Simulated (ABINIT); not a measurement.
# SrO (P6_3/mmc) in ABINIT: further runs

The runs below take SrO through band structure, with PBEsol, r2SCAN, TB-mBJ.

All numbers are computed with ABINIT 10.8.3 (patched build); they aren't measurements. Logs are shortened: lines on timing, memory, paths and dates and some standing lists are left out, and cuts for length are marked. The log counts tension as positive stress, the text compression.

## (1) The structure

The structure is hexagonal, space group P6_3/mmc (No. 194). Conventional cell: a = 3.553 Å, b = 3.553 Å, c = 6.217 Å, α = 90.00°, β = 90.00°, γ = 120.00°. Sr (site symmetry -6m2) is surrounded by 6 O at 2.57 Å. O (site symmetry -3m) is surrounded by 6 Sr at 2.57 Å.

Measurements of this composition are mostly on another form, of space group No. 225.

## (2) Band structure, PBEsol

run.abi

```
# Datasets: ground state, then fixed potential
ndtset 2

# Pseudopotentials
pp_dirpath "./"
pseudos "Sr.GGA_PBE-JTH.xml, O.GGA_PBE-JTH.xml"

# Structure
acell 3*1.0
rprim
     6.7147413324     0.0000000000     0.0000000000
    -3.3573706662     5.8151365737     0.0000000000
     0.0000000000     0.0000000000    11.7490017557
ntypat 2
znucl 38 8
natom 4
typat 1 1 2 2
xred
     0.6666666667     0.3333333333     0.7500000000
     0.3333333333     0.6666666667     0.2500000000
     0.0000000000     0.0000000000     0.5000000000
     0.0000000000     0.0000000000     0.0000000000

# Plane-wave basis
ecut 625.861884 eV
pawecutdg 45.0
pawxcdev 0

# Exchange and correlation
ixc -116133

# Bands and occupations
occopt 3
tsmear 0.00183747

# SCF cycle
nstep 100

# Output
iomode 3
prtwf 0
prteig 0
prtebands 0
prtden1 1

# Dataset 1
kptopt1 1
ngkpt1 9 9 5
nshiftk1 1
shiftk1 0.0 0.0 0.0
nband1 20
tolvrs1 1.0e-9

# Dataset 2: bands along G-M-K-G-A-L-H-A
iscf2 -2
getden2 1
nband2 26
nbdbuf2 4
tolwfr2 1.0e-11
kptopt2 -7
ndivsm2 6
prteig2 1
prtvol2 -3
kptbounds2
     0.0000000000     0.0000000000     0.0000000000
     0.5000000000     0.0000000000     0.0000000000
     0.3333333333     0.3333333333     0.0000000000
     0.0000000000     0.0000000000     0.0000000000
     0.0000000000     0.0000000000     0.5000000000
     0.5000000000     0.0000000000     0.5000000000
     0.3333333333     0.3333333333     0.5000000000
     0.0000000000     0.0000000000     0.5000000000
```

Potentials or basis: JTH PAW PBE v2.0.

Launch:

```sh
> abinit run.abi > log 2>&1
```

run.abo:

```text
.Version 10.8.3 of ABINIT
 DATASET    1 : space group P6_3/m m c (#194); Bravais hP (primitive hexag.)
================================================================================
 Values of the parameters that define the memory need for DATASET  1.
     intxc =       0    ionmov =       0      iscf =      17    lmnmax =      18
     lnmax =       6     mgfft =      54  mpssoang =       3    mqgrid =    3548
     natom =       4  nloc_mem =       2    nspden =       1   nspinor =       1
    nsppol =       1      nsym =      24    n1xccc =       1    ntypat =       2
    occopt =       3   xclevel =       2
       mpw =        2433          nfft =       48600          nkpt =          36
 PAW method is used; the additional fine FFT grid is defined by:
   mgfftf=        72    nfftf =    145800
================================================================================
================================================================================

 DATASET    2 : space group P6_3/m m c (#194); Bravais hP (primitive hexag.)
================================================================================
 Values of the parameters that define the memory need for DATASET  2.
     intxc =       0    ionmov =       0      iscf =      -2    lmnmax =      18
     lnmax =       6     mgfft =      54  mpssoang =       3    mqgrid =    3548
     natom =       4  nloc_mem =       2    nspden =       1   nspinor =       1
    nsppol =       1      nsym =      24    n1xccc =       1    ntypat =       2
    occopt =       3   xclevel =       2
       mpw =        2441          nfft =       48600          nkpt =          73
 PAW method is used; the additional fine FFT grid is defined by:
   mgfftf=        72    nfftf =    145800
================================================================================
================================================================================

--------------------------------------------------------------------------------
------------- Echo of variables that govern the present computation ------------
--------------------------------------------------------------------------------
 -outvars: echo values of preprocessed input variables --------
            acell      1.0000000000E+00  1.0000000000E+00  1.0000000000E+00 Bohr
              amu      8.76200000E+01  1.59994000E+01
             ecut      2.30000000E+01 Hartree
           getden1          0
           getden2          1
             iscf1         17
             iscf2         -2
              ixc     -116133
           jdtset        1    2
           kptopt1          1
           kptopt2         -7
         kptrlatt        9    0    0      0    9    0      0    0    5
          kptrlen1     5.87450088E+01
          kptrlen2     3.00000000E+01
            natom           4
            nband1         20
            nband2         26
           nbdbuf1          0
           nbdbuf2          4
           ndtset           2
           ndivsm1          0
           ndivsm2          6
            ngfft          30      30      54
          ngfftdg          45      45      72
             nkpt1         36
             nkpt2         73
            nstep         100
             nsym          24
           ntypat           2
           occopt           3
        pawecutdg      4.50000000E+01 Hartree
         pawxcdev           0
        prtebands           0
           prteig1          0
           prteig2          1
           prtvol1          0
           prtvol2         -3
            prtwf           0
            rprim      6.7147413324E+00  0.0000000000E+00  0.0000000000E+00
                      -3.3573706662E+00  5.8151365737E+00  0.0000000000E+00
                       0.0000000000E+00  0.0000000000E+00  1.1749001756E+01
           shiftk1     0.00000000E+00  0.00000000E+00  0.00000000E+00
           shiftk2     5.00000000E-01  5.00000000E-01  5.00000000E-01
          spgroup         194
           tolvrs1     1.00000000E-09
           tolvrs2     0.00000000E+00
           tolwfr1     0.00000000E+00
           tolwfr2     1.00000000E-11
           tsmear      1.83747000E-03 Hartree
[... 275 lines left out ...]
 -3.4687E-01 -3.4576E-01 -3.4576E-01 -2.9288E-01  8.2011E-02  1.4609E-01
  1.4609E-01  1.5481E-01  1.5481E-01  1.8367E-01  2.9151E-01  3.6524E-01
  3.7043E-01  4.1053E-01  4.1053E-01  4.5385E-01  4.5385E-01  4.8725E-01
  4.8725E-01  4.9403E-01
 Non-SCF case, kpt    2 (  0.04167  0.00000  0.00000), residuals and eigenvalues=
[... 705 lines left out ...]
 -3.4689E-01 -3.4689E-01 -3.1317E-01 -3.1317E-01  1.2310E-01  1.2310E-01
  1.4915E-01  1.4915E-01  1.4943E-01  1.4943E-01  3.5139E-01  3.5139E-01
  3.9974E-01  3.9974E-01  4.4685E-01  4.4685E-01  4.4762E-01  4.4762E-01
  5.0944E-01  5.1022E-01
 Non-SCF case, kpt   73 (  0.00000  0.00000  0.50000), residuals and eigenvalues=
  2.73E-12  6.65E-12  2.60E-12  7.61E-12  2.86E-12  6.06E-12  2.48E-12  6.89E-12
  2.03E-12  7.56E-12  8.24E-12  7.57E-12  2.40E-12  4.64E-12  1.73E-12  5.63E-12
  3.19E-12  7.60E-12  1.58E-12  1.53E-12  7.25E-12  5.74E-12  1.75E-10  4.67E-10
  5.84E-12  7.88E-12
 -1.0187E+00 -1.0187E+00 -4.1948E-01 -4.1948E-01 -3.4675E-01 -3.4675E-01
 -3.4675E-01 -3.4675E-01 -3.1324E-01 -3.1324E-01  1.2292E-01  1.2292E-01
  1.4942E-01  1.4942E-01  1.4942E-01  1.4942E-01  3.5145E-01  3.5145E-01
  4.0019E-01  4.0019E-01  4.4678E-01  4.4678E-01  4.4678E-01  4.4678E-01
  5.0840E-01  5.0840E-01

--- !ResultsGS
iteration_state: {dtset: 2, }
comment   : Summary of ground state results
lattice_vectors:
- [  6.7147413,   0.0000000,   0.0000000, ]
- [ -3.3573707,   5.8151366,   0.0000000, ]
- [  0.0000000,   0.0000000,  11.7490018, ]
lattice_lengths: [   6.71474,    6.71474,   11.74900, ]
lattice_angles: [ 90.000,  90.000, 120.000, ] # degrees, (23, 13, 12)
lattice_volume:   4.5876489E+02
convergence: {deltae:  0.000E+00, res2:  0.000E+00, residm:  9.977E-12, diffor:  0.000E+00, }
etotal    :  -9.44898591E+01
entropy   :   0.00000000E+00
fermie    :   2.40106103E-01
cartesian_stress_tensor: null
pressure_GPa: null
xred      :
- [  6.6667E-01,   3.3333E-01,   7.5000E-01, Sr]
- [  3.3333E-01,   6.6667E-01,   2.5000E-01, Sr]
- [  1.8504E-17,   3.7007E-17,   5.0000E-01,  O]
- [  1.8504E-17,   3.7007E-17,   2.7756E-17,  O]
cartesian_forces: null
force_length_stats: {min: null, max: null, mean: null, }
...

 Integrated electronic density in atomic spheres:
 ------------------------------------------------
 Atom  Sphere_radius  Integrated_density
    1        2.20670          7.33210620
    2        2.20670          7.33210620
    3        1.41465          4.48014113
    4        1.41465          4.48014113

================================================================================

 ----iterations are completed or convergence reached----

 Mean square residual over all n,k,spin=   44.962E-13; max=  99.765E-13
 reduced coordinates (array xred) for    4 atoms
       0.666666666667      0.333333333333      0.750000000000
       0.333333333333      0.666666666667      0.250000000000
       0.000000000000      0.000000000000      0.500000000000
       0.000000000000      0.000000000000      0.000000000000

 cartesian coordinates (angstrom) at end:
    1      1.77664404390197     1.02574591700099     4.66297798181841
    2     -0.00000000000000     2.05149183400197     1.55432599393947
    3      0.00000000000000     0.00000000000000     3.10865198787894
    4      0.00000000000000     0.00000000000000     0.00000000000000
 length scales=  1.000000000000  1.000000000000  1.000000000000 bohr
              =  0.529177210544  0.529177210544  0.529177210544 angstroms
 Eigenvalues (hartree) for nkpt=  73  k points:
 kpt#   1, nband= 26, wtk=  1.00000, kpt=  0.0000  0.0000  0.0000 (reduced coord)
  -1.02072   -1.01664   -0.44062   -0.38414   -0.34775   -0.34775   -0.34687   -0.34576
  -0.34576   -0.29288    0.08201    0.14609    0.14609    0.15481    0.15481    0.18367
   0.29151    0.36524    0.37043    0.41053    0.41053    0.45385    0.45385    0.48725
   0.48725    0.49403
 kpt#   2, nband= 26, wtk=  1.00000, kpt=  0.0417  0.0000  0.0000 (reduced coord)
  -1.02063   -1.01659   -0.44012   -0.38588   -0.34844   -0.34802   -0.34687   -0.34577
  -0.34424   -0.29351    0.08297    0.14443    0.14644    0.15434    0.15454    0.18323
   0.29466    0.35996    0.37179    0.41213    0.41687    0.45449    0.45498    0.48541
   0.48810    0.49143
 kpt#   3, nband= 26, wtk=  1.00000, kpt=  0.0833  0.0000  0.0000 (reduced coord)
  -1.02037   -1.01643   -0.43861   -0.39041   -0.35028   -0.34875   -0.34688   -0.34587
  -0.34058   -0.29538    0.08571    0.13997    0.14744    0.15299    0.15368    0.18204
   0.30348    0.34916    0.37581    0.41688    0.43084    0.45624    0.45827    0.48035
   0.48465    0.49066
 kpt#   4, nband= 26, wtk=  1.00000, kpt=  0.1250  0.0000  0.0000 (reduced coord)
  -1.01996   -1.01618   -0.43613   -0.39649   -0.35310   -0.34979   -0.34693   -0.34615
[... 334 lines left out ...]
  -1.01842   -1.01842   -0.41924   -0.41924   -0.34912   -0.34912   -0.34733   -0.34733
  -0.31306   -0.31306    0.12359    0.12359    0.14831    0.14831    0.14948    0.14948
   0.35125    0.35125    0.39838    0.39838    0.44732    0.44732    0.45057    0.45057
   0.51198    0.51326
 kpt#  72, nband= 26, wtk=  1.00000, kpt=  0.0238  0.0238  0.5000 (reduced coord)
  -1.01863   -1.01863   -0.41942   -0.41942   -0.34739   -0.34739   -0.34689   -0.34689
  -0.31317   -0.31317    0.12310    0.12310    0.14915    0.14915    0.14943    0.14943
   0.35139    0.35139    0.39974    0.39974    0.44685    0.44685    0.44762    0.44762
   0.50944    0.51022
 kpt#  73, nband= 26, wtk=  1.00000, kpt=  0.0000  0.0000  0.5000 (reduced coord)
  -1.01870   -1.01870   -0.41948   -0.41948   -0.34675   -0.34675   -0.34675   -0.34675
  -0.31324   -0.31324    0.12292    0.12292    0.14942    0.14942    0.14942    0.14942
   0.35145    0.35145    0.40019    0.40019    0.44678    0.44678    0.44678    0.44678
   0.50840    0.50840

== END DATASET(S) ==============================================================
================================================================================

 -outvars: echo values of variables after computation  --------
            acell      1.0000000000E+00  1.0000000000E+00  1.0000000000E+00 Bohr
           etotal1    -9.4489859127E+01
            fcart1    -0.0000000000E+00 -0.0000000000E+00 -0.0000000000E+00
                      -0.0000000000E+00 -0.0000000000E+00 -0.0000000000E+00
                      -0.0000000000E+00 -0.0000000000E+00 -0.0000000000E+00
                      -0.0000000000E+00 -0.0000000000E+00 -0.0000000000E+00
            rprim      6.7147413324E+00  0.0000000000E+00  0.0000000000E+00
                      -3.3573706662E+00  5.8151365737E+00  0.0000000000E+00
                       0.0000000000E+00  0.0000000000E+00  1.1749001756E+01
           strten1     8.1942307364E-05  8.1942307364E-05  1.0215943968E-04
                       0.0000000000E+00  0.0000000000E+00  0.0000000000E+00
           xangst      1.7766440439E+00  1.0257459170E+00  4.6629779818E+00
                      -6.8573446789E-17  2.0514918340E+00  1.5543259939E+00
                       5.0470121821E-33  1.1388067345E-16  3.1086519879E+00
                       5.0470121821E-33  1.1388067345E-16  1.7256485062E-16
             xred      6.6666666667E-01  3.3333333333E-01  7.5000000000E-01
                       3.3333333333E-01  6.6666666667E-01  2.5000000000E-01
                       1.8503717077E-17  3.7007434154E-17  5.0000000000E-01
                       1.8503717077E-17  3.7007434154E-17  2.7755575616E-17
 Calculation completed.
```

Run time: 2.2 min. Hardware: 1 thread of Arm Neoverse V2, shared host; peak memory 0.18 GiB.

Results:

| Property | Result |
| --- | --- |
| Free energy | -2571.2001 eV |
| Pressure | -2.6 GPa |
| Band gap on the k mesh | 2.93 eV, direct |
| Band gap along the path | 2.93 eV, direct |
| Valence electrons inside the program's atomic spheres | Sr 7.33; O 4.48 |

Stress tensor (GPa, compression positive):
```
-2.41  0.00  0.00
 0.00 -2.41  0.00
 0.00  0.00 -3.01
```

Levels at the corners of the path, in eV from the valence-band top:
```tsv
point	band 13	band 14	band 15	band 16	band 17	band 18	band 19	band 20
Γ	-1.02	-0.79	-0.79	0.00	2.93	4.94	5.08	6.17
M	-1.43	-1.35	-0.53	-0.25	2.99	5.64	5.90	8.19
K	-1.45	-1.42	-1.42	-0.57	4.60	4.60	7.42	7.72
Γ	-1.02	-0.79	-0.79	0.00	2.93	4.94	5.08	6.17
A	-0.93	-0.93	-0.93	-0.93	4.57	4.57	5.89	5.89
L	-1.26	-1.26	-0.99	-0.99	4.24	4.24	6.65	6.65
H	-1.13	-1.13	-0.69	-0.69	4.95	4.95	6.69	6.69
A	-0.93	-0.93	-0.93	-0.93	4.57	4.57	5.89	5.89
```

Caveat: the PAW data sets were made with another functional, which shifts forces and pressure a little. A hybrid or GW would open this gap; PBEsol tends to underestimate it.

## (3) Band structure, r2SCAN

Edit run.abi of step 2 so:

```diff
@@ -24,8 +24,9 @@
 # Plane-wave basis
-ecut 625.861884 eV
-pawecutdg 45.0
-pawxcdev 0
+ecut 761.918815 eV
+pawecutdg 50.0
 
 # Exchange and correlation
-ixc -116133
+ixc -497498
+usekden 1
+pawxcdev 0
 
@@ -44,2 +45,3 @@
 prtden1 1
+prtkden1 1
 
@@ -51,3 +53,3 @@
 nband1 20
-tolvrs1 1.0e-9
+tolvrs1 1.0e-7
 
@@ -56,2 +58,3 @@
 getden2 1
+getkden2 1
 nband2 26
```

Potentials or basis: JTH PAW PBE v2.0.

Launch:

```sh
> abinit run.abi > log 2>&1
```

It took 7.4 min on 1 thread of Arm Neoverse V2, shared host; peak memory 0.24 GiB.

The run converged. Its results:

```
Free energy                                           : -1892.4813 eV
Pressure                                              : -0.9 GPa
Band gap on the k mesh                                : 3.56 eV, indirect (least direct gap 3.66 eV)
Band gap along the path                               : 3.53 eV, indirect (least direct gap 3.66 eV)
Valence electrons inside the program's atomic spheres : Sr 7.34; O 4.51
```

Levels at the corners of the path, in eV from the valence-band top:
| point | band 12 | band 13 | band 14 | band 15 | band 16 | band 17 | band 18 | band 19 | band 20 | band 21 |
| --- | --- | --- | --- | --- | --- | --- | --- | --- | --- | --- |
| Γ | -1.02 | -1.02 | -0.79 | -0.79 | 0.00 | 3.66 | 5.44 | 5.72 | 6.79 | 6.79 |
| M | -1.46 | -1.43 | -1.34 | -0.54 | -0.25 | 3.53 | 6.18 | 6.56 | 8.83 | 9.51 |
| K | -1.44 | -1.44 | -1.39 | -1.39 | -0.56 | 5.13 | 5.13 | 8.10 | 8.46 | 8.67 |
| Γ | -1.02 | -1.02 | -0.79 | -0.79 | 0.00 | 3.66 | 5.44 | 5.72 | 6.79 | 6.79 |
| A | -1.57 | -0.93 | -0.93 | -0.93 | -0.93 | 5.16 | 5.16 | 6.57 | 6.57 | 7.78 |
| L | -1.72 | -1.23 | -1.23 | -0.99 | -0.99 | 4.77 | 4.77 | 7.31 | 7.31 | 9.89 |
| H | -2.12 | -1.12 | -1.12 | -0.69 | -0.69 | 5.48 | 5.48 | 7.33 | 7.33 | 9.22 |
| A | -1.57 | -0.93 | -0.93 | -0.93 | -0.93 | 5.16 | 5.16 | 6.57 | 6.57 | 7.78 |

Caveat: totals of a meta-GGA on PAW files have another zero than those of a GGA; the PAW data sets were made with another functional, which shifts forces and pressure a little. r2SCAN opens gaps a little over a GGA but as a rule still falls short of measured ones.

## (4) Band structure, TB-mBJ

Edit run.abi of step 3 so:

```diff
@@ -5,3 +5,3 @@
 pp_dirpath "./"
-pseudos "Sr.GGA_PBE-JTH.xml, O.GGA_PBE-JTH.xml"
+pseudos "Sr.LDA_PW-JTH.xml, O.LDA_PW-JTH.xml"
 
@@ -28,3 +28,3 @@
 # Exchange and correlation
-ixc -497498
+ixc -208012
 usekden 1
@@ -38,2 +38,5 @@
 nstep 100
+diemix 0.3
+optforces 0
+optstress 0
 
@@ -49,3 +52,3 @@
 kptopt1 1
-ngkpt1 9 9 5
+ngkpt1 5 5 3
 nshiftk1 1
@@ -65,3 +68,2 @@
 prteig2 1
-prtvol2 -3
 kptbounds2
```

Potentials or basis: JTH PAW LDA v2.0.

Launch:

```sh
> abinit run.abi > log 2>&1
```

Run time: 8.2 min. Hardware: 1 thread of Arm Neoverse V2, shared host; peak memory 0.25 GiB.

Results (log left out):

- Band gap on the k mesh: 5.08 eV, indirect (least direct gap 5.33 eV)
- Band gap along the path: 4.97 eV, indirect (least direct gap 5.23 eV)
- Valence electrons inside the program's atomic spheres: Sr 7.40; O 4.59

Levels at the corners of the path, in eV from the valence-band top:
```csv
point,band 14,band 15,band 16,band 17,band 18,band 19
Γ,-0.78,-0.78,0.00,5.65,6.39,6.88
M,-1.20,-0.52,-0.26,4.97,7.13,7.50
K,-1.16,-1.16,-0.57,6.55,6.55,8.05
Γ,-0.78,-0.78,0.00,5.65,6.39,6.88
A,-0.87,-0.87,-0.87,6.76,6.76,7.61
L,-1.11,-0.93,-0.93,6.15,6.15,7.84
H,-1.04,-0.59,-0.59,7.03,7.03,7.95
A,-0.87,-0.87,-0.87,6.76,6.76,7.61
```

Caveat: the constant c of TB-mBJ comes from the pseudo density here, which moves gaps by up to 0.3 eV between sets of potentials; the PAW data sets were made with another functional, which shifts forces and pressure a little; the mesh misses the band edges, which the band path finds closer together.

## (5) Summary

| level | potentials or basis | k mesh | cutoff (eV) | fine-grid cutoff | gap on the mesh (eV) | pressure (GPa) |
| --- | --- | --- | --- | --- | --- | --- |
| PBEsol | JTH PAW PBE v2.0 | 9 × 9 × 5 | 626 | 1224.51 eV | 2.93 | -2.6 |
| r2SCAN | JTH PAW PBE v2.0 | 9 × 9 × 5 | 762 | 1360.57 eV | 3.56 | -0.9 |
| TB-mBJ | JTH PAW LDA v2.0 | 5 × 5 × 3 | 762 | 1360.57 eV | 5.08 | - |

Alike in all rows: task band structure; no spin polarisation; cell as given; smearing fermi-dirac 0.05 eV.

Caveats: the PAW data sets were made with another functional, which shifts forces and pressure a little; totals of a meta-GGA on PAW files have another zero than those of a GGA (some runs); the constant c of TB-mBJ comes from the pseudo density here, which moves gaps by up to 0.3 eV between sets of potentials (some runs); the mesh misses the band edges, which the band path finds closer together (some runs).

Total energies depend on the potentials used, so only differences within one code and one set of settings carry meaning.
